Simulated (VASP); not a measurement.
Input of a VASP 6.6.1 run:

The input INCAR:

```
SYSTEM = Au
PREC     = Accurate       ! precision mode
ENCUT    = 520            ! plane-wave cutoff, eV
EDIFF    = 1E-7           ! SCF threshold, eV
ISMEAR   = -1             ! smearing method
SIGMA    = 0.05           ! smearing width, eV
LREAL    = .False.        ! projectors in reciprocal space
LASPH    = .True.         ! aspherical terms in the spheres
NELM     = 80             ! most SCF steps
ALGO     = Normal         ! electronic algorithm
ISIF     = 2              ! what is computed and relaxed
LWAVE    = .False.        ! write WAVECAR
LCHARG   = .False.        ! write CHGCAR
GGA      = PE             ! functional
NBANDS   = 18             ! bands
```

File KPOINTS:

```
regular mesh
0
Gamma
  11 11 6
  0 0 0
```

POSCAR

```
Au
1.0
    2.9000000000      0.0000000000      0.0000000000
   -1.4500000000      2.5114736710      0.0000000000
    0.0000000000      0.0000000000      4.8800000000
Au
2
Direct
    0.6666666667      0.3333333333      0.2500000000
    0.3333333333      0.6666666667      0.7500000000
```

Potentials or basis: VASP PAW PBE potentials, release 64 (Au).

Launch:

```bash
$ cat potpaw_PBE.64/Au/POTCAR > POTCAR
$ mpirun -np 1 vasp_std > vasp.out
```

Q: Predict the band gap on the k mesh.

A: None (metal or under the smearing width).

Q: What does it give for the pressure?

A: 1.6 GPa.

Stress tensor (GPa, compression positive):
```
1.89 0.00 0.00
0.00 1.89 0.00
0.00 0.00 1.08
```

The run has no spin-orbit coupling, so splittings on Au are missing.
